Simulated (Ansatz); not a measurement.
# SrO (Fm-3m) in Ansatz: settings compared

Aim: see how the results for SrO move with the level of theory and the settings. Levels: PBE, LDA. Tasks: single point, relaxation of cell and atoms.

All numbers are computed with Ansatz 0.2.0; they aren't measurements. Logs are shortened: lines on timing, memory, paths and dates and some standing lists are left out, and cuts for length are marked.

## (1) Starting point

Symmetry: Fm-3m, No. 225, cubic system. Conventional cell: a = 5.133 Å, b = 5.133 Å, c = 5.133 Å, α = 90.00°, β = 90.00°, γ = 90.00°. Around Sr (site symmetry m-3m) lie 6 O at 2.57 Å. Around O (site symmetry m-3m) lie 6 Sr at 2.57 Å.

## (2) Single point, PBE

input.yaml reads:

```yaml
crystal:
  lattice:
    - [0.0, 2.5663, 2.5663]
    - [2.5663, 0.0, 2.5663]
    - [2.5663, 2.5663, 0.0]
  atoms:
    - { symbol: Sr, position: [0.5, 0.5, 0.5] }
    - { symbol: O, position: [0.0, 0.0, 0.0] }
kpoints:
  mp_grid: { grid: [9, 9, 9] }
scf:
  occupations: { method: gaussian, width: 0.023 }
hamiltonian:
  xc: pbe
  pseudopotentials: { kind: all_electron, lapw: { basis_error: 0.001 } }
output:
  forces: true
  stress: true
  eigenvalues: true
```

Potentials or basis: all-electron LAPW, scalar-relativistic.

Command:

```sh
ansatz run input.yaml --threads 1 --pin off --max-ram 3072MiB --backend cpu --events-out ev --progress --plain --runs-dir out
```

The log of the run:

```text
Warning: RAYON_NUM_THREADS=1 ignored (pool sized by the plan → 1); use --threads N
LAPW: plane waves up to 7.548 Å⁻¹, error target 1.0e-3 eV per atom; small_component_spin mean_spin; O in spheres of 1.244 Å, 6 of its electrons in bands, Dirac shells []; Sr in spheres of 1.323 Å, 28 of its electrons in bands, Dirac shells [] (how accurate: hamiltonian.pseudopotentials.lapw.basis_error, Limitations)
Engine: ansatz 0.2.0, aarch64-unknown-linux-gnu
Pseudopotentials: kind: all_electron
Pseudopotential: Sr, LAPW, valence charge 28, lapw/all_electron/scalar/gaussian/Sr, Koelling and Harmon's equation, gaussian nucleus
Pseudopotential: O, LAPW, valence charge 6, lapw/all_electron/scalar/gaussian/O, Koelling and Harmon's equation, gaussian nucleus
Functional definition: PBE
  parameter kappa = 0.804
  parameter beta = 0.06672455060314922
  exchange = pbe_x(kappa = kappa, mu = beta*pi^2/3)
  correlation = pbe_c(beta = beta)
Crystal: 2 atoms, lattice volume = 33.803 Å³
Basis set: ecut = 217.08978210757311 eV, 259 PW (Γ), exchange–correlation at level 2
Bands: 21, of which v1, the nominal top of the filled ones, is band 17 counted from 1 (16 counted from 0)
Symmetry: 48 space group operations
Space group: Fm-3m (ITA 225), of the structure as read, at distance tolerance 3.2e-5 Å
k-points: 35 of 729
Non-local potential: Sr, projectors of the file, none
Non-local potential: O, projectors of the file, none
Initial density: superposition of atomic densities (chi_scale 0.1, normalization cell, long waves kept (reshape's long-wave potential 0.00 eV rms))
Initial wavefunctions: plane waves of lowest kinetic energy (no species holds an atomic orbital)
Functional: x = pbe(κ = 0.804, μ = 0.2195149727645171), c = pbe(β = 0.06672455060314922)
iter 1 solved again at ethr=7.78e-3 eV; its pass at ethr=1.00e-1 eV (dr2=2.65e0 eV) is discarded
SCF iter   1: F=—  HF=-88572.572001 eV  |F-HF|=—  |Δ(HF+E_count)|=         —  Δρ=7.16e-2  dr2=2.64e0  ethr=7.78e-3  ⟨swp⟩=2.0  Hψ=4541  notcnv=0
preconditioner: auto → none  [insulator: Δε(μ)=6.471 eV  Ē_g=17.368 eV  σ=0.023 eV  W_gap=1.00  n_scr=14 (ndim 8)  ℏωp=23.9 eV  f_vac=0.000  D(μ)=0.00/eV (n_scr^D=0)  ε∞_Penn≈2.9]
SCF iter   2: F=—  HF=-88571.879026 eV  |F-HF|=—  |Δ(HF+E_count)|=   6.93e-1  Δρ=3.88e-2  dr2=7.30e-1  ethr=7.78e-3  ⟨swp⟩=3.0  Hψ=2309  notcnv=0
SCF iter   3: F=—  HF=-88570.469825 eV  |F-HF|=—  |Δ(HF+E_count)|=    1.41e0  Δρ=1.89e-2  dr2=1.85e-1  ethr=2.15e-3  ⟨swp⟩=3.0  Hψ=2360  notcnv=0
SCF iter   4: F=—  HF=-88570.534752 eV  |F-HF|=—  |Δ(HF+E_count)|=         —  Δρ=1.76e-2  dr2=1.68e-1  ethr=5.45e-4  ⟨swp⟩=3.0  Hψ=2479  notcnv=0
the basis was enlarged: its passes take 80.2 KiB over the memory plan, 1 of 1 planned eigensolver slots
SCF iter   5: F=—  HF=-88570.455063 eV  |F-HF|=—  |Δ(HF+E_count)|=   7.97e-2  Δρ=6.21e-3  dr2=2.08e-2  ethr=4.93e-4  ⟨swp⟩=2.1  Hψ=2106  notcnv=0
iter 6 solved again at ethr=1.87e-7 eV; its pass at ethr=6.13e-5 eV (dr2=6.35e-5 eV) is discarded
SCF iter   6: F=—  HF=-88570.443817 eV  |F-HF|=—  |Δ(HF+E_count)|=   1.12e-2  Δρ=3.39e-4  dr2=6.35e-5  ethr=1.87e-7  ⟨swp⟩=2.9  Hψ=3790  notcnv=0
SCF iter   7: F=—  HF=-88570.443751 eV  |F-HF|=—  |Δ(HF+E_count)|=   6.59e-5  Δρ=9.40e-5  dr2=4.79e-6  ethr=1.87e-7  ⟨swp⟩=2.0  Hψ=2100  notcnv=0
SCF iter   8: F=-88570.443802 eV  HF=-88570.443802 eV  |F-HF|=1.48e-8  |Δ(HF+E_count)|=   5.07e-5  Δρ=7.29e-6  dr2=2.55e-8  ethr=1.41e-8  ⟨swp⟩=2.2  Hψ=2107  notcnv=0
SCF 1 converged in 8 iterations: F = -88570.443802 eV  dr2 = 2.55e-8
SCF converged after 8 iterations
Free energy (F): -88570.443802 eV
Harris-Foulkes:  -88570.443802 eV  (|F-HF|=1.48e-8)
Internal energy: -88570.443802 eV  (E = F + TS)
E sigma→0 (E₀):  -88570.443802 eV
Fermi energy:    11.158384 eV
--- Per-component energies (eV) ---
  E_band       = -3183.571680
  E_kinetic    = 91135.997523
  E_xc         = -3098.655491
  E_electrostatic = -176607.785833  (all electrons and nuclei)
  E_smearing   = -0.000000  (= −TS)
  E_closure    = 0.000000  (closes the sum)
  E_atoms      = -88558.394032  (free atoms, spherical and without spin; not in F)
  Σ components = -88570.443802   (vs F -88570.443802, Δ=0.00e0)
  Basis errors (estimates in eV, not in F): energy 3.8e-4 per atom: plane waves 3.6e-4 (1.9e-4 summed), levels above the bands 0.0e0, relativity 1.2e-8, radial functions 2.6e-5, core shells 2.6e-8; eigenvalues (radial functions only) 2.0e-5; not estimated: angular momenta, meshes, grids; target (lapw.basis_error) 1.0e-3; muffin-tin radii O 1.244 Å, Sr 1.323 Å
--- Forces (eV/Å), atoms counted from 1 ---
  atom   1  Sr     0.00000000    -0.00000000     0.00000000
  atom   2  O      0.00000000    -0.00000000     0.00000000
  max |Σ_I F_I| component: 1.16e-30 eV/Å
--- Stress (GPa, compression-positive) ---
        3.325411      -0.000000       0.000000
       -0.000000       3.325411       0.000000
        0.000000       0.000000       3.325411
  P = ⅓ Tr σ = 3.3254 GPa (33.254 kbar)
--- Band table (eV; the first three rows and the last of 35) ---
  k-point 0: bands = ["-315.1718", "-237.5415", "-237.5415", "-237.5415", "-109.4871", "-109.4871", "-109.4871", "-109.4827", "-109.4827", "-22.8128", "-5.5917", "-4.4452", "-4.4452", "-4.4452", "9.4749", "9.4749", "9.4749", "13.5237", "15.7474", "15.7474", "15.7474"]
  k-point 1: bands = ["-315.1718", "-237.5415", "-237.5415", "-237.5415", "-109.4871", "-109.4871", "-109.4871", "-109.4827", "-109.4827", "-22.7965", "-5.8878", "-4.4551", "-4.4551", "-4.1897", "9.1098", "9.3192", "9.3192", "14.0873", "15.6101", "15.9887", "15.9887"]
  k-point 2: bands = ["-315.1718", "-237.5415", "-237.5415", "-237.5415", "-109.4871", "-109.4871", "-109.4871", "-109.4827", "-109.4827", "-22.7549", "-6.3981", "-4.4799", "-4.4799", "-3.7828", "8.3892", "8.9600", "8.9600", "15.3408", "15.5429", "16.6619", "16.6619"]
  k-point 34: bands = ["-315.1718", "-237.5415", "-237.5415", "-237.5415", "-109.4871", "-109.4871", "-109.4871", "-109.4827", "-109.4827", "-22.6310", "-6.3337", "-5.0735", "-5.0652", "-3.8800", "8.3482", "8.9595", "9.0842", "15.0856", "16.1049", "18.2331", "20.4079"]
```

Run time: 5.6 s. Hardware: 1 thread of Arm Neoverse V1, shared host; peak memory 0.26 GiB.

Results:

```yaml
Free_energy: -88570.4438 eV
Pressure: 3.3 GPa
Band_gap_on_the_k_mesh: 3.37 eV, indirect (least direct gap 3.45 eV)
```

Caveat: an odd mesh through Γ misses points on the zone boundary, where band edges often lie.

## (3) Single point, PBE

Edit input.yaml of step 2 so:

```diff
@@ -11,3 +11,3 @@
 scf:
-  occupations: { method: gaussian, width: 0.023 }
+  occupations: { method: gaussian, width: 0.012 }
 hamiltonian:
```

Potentials or basis: all-electron LAPW, scalar-relativistic.

Command:

```sh
ansatz run input.yaml --threads 1 --pin off --max-ram 3072MiB --backend cpu --events-out ev --progress --plain --runs-dir out
```

Run time: 5.7 s. Hardware: 1 thread of Arm Neoverse V1, shared host; peak memory 0.26 GiB.

Results (log left out):

```yaml
Free_energy: -88570.4438 eV
Pressure: 3.3 GPa
Band_gap_on_the_k_mesh: 3.37 eV, indirect (least direct gap 3.45 eV)
```

Levels at points of the mesh, in eV from the valence-band top:
| k point | band 13 | band 14 | band 15 | band 16 | band 17 | band 18 | band 19 | band 20 | band 21 |
| --- | --- | --- | --- | --- | --- | --- | --- | --- | --- |
| (0.00, 0.00, 0.00) | -13.92 | -13.92 | 0.00 | 0.00 | 0.00 | 4.05 | 6.27 | 6.27 | 6.27 |

Caveat: an odd mesh through Γ misses points on the zone boundary, where band edges often lie.

## (4) Relaxation of cell and atoms, LDA

Edit input.yaml of step 3 so:

```diff
@@ -11,5 +11,5 @@
 scf:
-  occupations: { method: gaussian, width: 0.012 }
+  occupations: { method: fermi_dirac, width: 0.05 }
 hamiltonian:
-  xc: pbe
+  xc: lda
   pseudopotentials: { kind: all_electron, lapw: { basis_error: 0.001 } }
@@ -18,2 +18,5 @@
   stress: true
-  eigenvalues: true
+relax:
+  f_tol: 0.005
+  max_steps: 60
+  cell: {}
```

Command:

```sh
ansatz run input.yaml --threads 1 --pin off --max-ram 3072MiB --backend cpu --events-out ev --progress --plain --runs-dir out
```

It took 17 s on 1 thread of Arm Neoverse V1, shared host; peak memory 0.27 GiB.

The run converged. Its results:

```
Free energy                            : -88458.8364 eV
Relaxed volume                         : 16.23 Å³/atom
Relaxed cell                           : a = 3.581 Å, b = 3.581 Å, c = 3.581 Å, α = 60.00°, β = 60.00°, γ = 60.00°
Space group after relaxing (to 0.05 Å) : Fm-3m (No. 225)
Energy gained by relaxing              : 8.2 meV/atom
Ionic steps                            : 4
Pressure after relaxing                : 0.0 GPa
Band gap on the k mesh                 : 3.18 eV
```

Step by step:
| step | energy change (eV) | largest force (eV/Å) | volume (Å³) |
| --- | --- | --- | --- |
| 1 | 0.0000 | 0.0000 | 33.80 |
| 2 | -0.0163 | 0.0000 | 32.57 |
| 3 | -0.0164 | 0.0000 | 32.47 |
| 4 | -0.0164 | 0.0000 | 32.47 |

Final structure:
```cif
data_structure
_symmetry_space_group_name_H-M 'P 1'
_symmetry_Int_Tables_number 1
_cell_length_a 3.5809
_cell_length_b 3.5809
_cell_length_c 3.5809
_cell_angle_alpha 60.000
_cell_angle_beta 60.000
_cell_angle_gamma 60.000
_cell_volume 32.47
loop_
_atom_site_label
_atom_site_type_symbol
_atom_site_fract_x
_atom_site_fract_y
_atom_site_fract_z
_atom_site_occupancy
Sr1 Sr 0.50000 0.50000 0.50000 1
O1 O 0.00000 0.00000 0.00000 1
```

Caveat: an odd mesh through Γ misses points on the zone boundary, where band edges often lie. Zero-point motion and thermal expansion aren't in these numbers.

## (5) The runs side by side

| task | level | cell | cutoff (eV) | smearing | gap on the mesh (eV) | pressure (GPa) |
| --- | --- | --- | --- | --- | --- | --- |
| single point | PBE | as given | 217 | gaussian 0.023 eV | 3.37 | 3.3 |
| single point | PBE | as given | 217 | gaussian 0.012 eV | 3.37 | 3.3 |
| relaxation of cell and atoms | LDA | relaxed | - | fermi-dirac 0.05 eV | 3.18 | 0.0 |

Alike in all rows: potentials or basis all-electron LAPW, scalar-relativistic; no spin polarisation; k mesh 9 × 9 × 9; basis error allowed 0.001 eV/atom.

Caveats: an odd mesh through Γ misses points on the zone boundary, where band edges often lie.

Compare energies only between runs with the same functional and basis.
